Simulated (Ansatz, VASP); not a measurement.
**One calculation of Pb, two programs**

```
Pb
1.0
     0.00000    3.39252    3.39252
     3.39252    0.00000    3.39252
     3.39252    3.39252    0.00000
Pb
2
Direct
  0.00000 0.00000 0.00000
  0.25000 0.25000 0.25000
```

Change from the starting cell: volume scaled by 0.96, PAW files.

Alike in both runs: task electric field gradients; functional PBE; k mesh 8 × 8 × 8; occupations fermi-dirac, width 0.05 eV; no spin polarisation.

```csv
,VASP,Ansatz
version,VASP 6.6.1,Ansatz 0.2.0
potentials or method,"VASP PAW PBE potentials, release 64 (Pb_d)","PAW with Ansatz's default frozen-core files, scalar-relativistic"
plane-wave cutoff (eV),520,420
valence electrons in the cell,28,28
```

|  | VASP | Ansatz | Ansatz less VASP |
| --- | --- | --- | --- |
| pressure (GPa) | 3.9 | 4.0 | +0.05 |
| Vzz of the field gradient on the site that differs most (V/Å²) | 0.0 | 0.0 | 0.00 |

Ansatz warned: «gradients_without_spin_orbit».

The runs have no spin-orbit coupling, so splittings on Pb are missing.
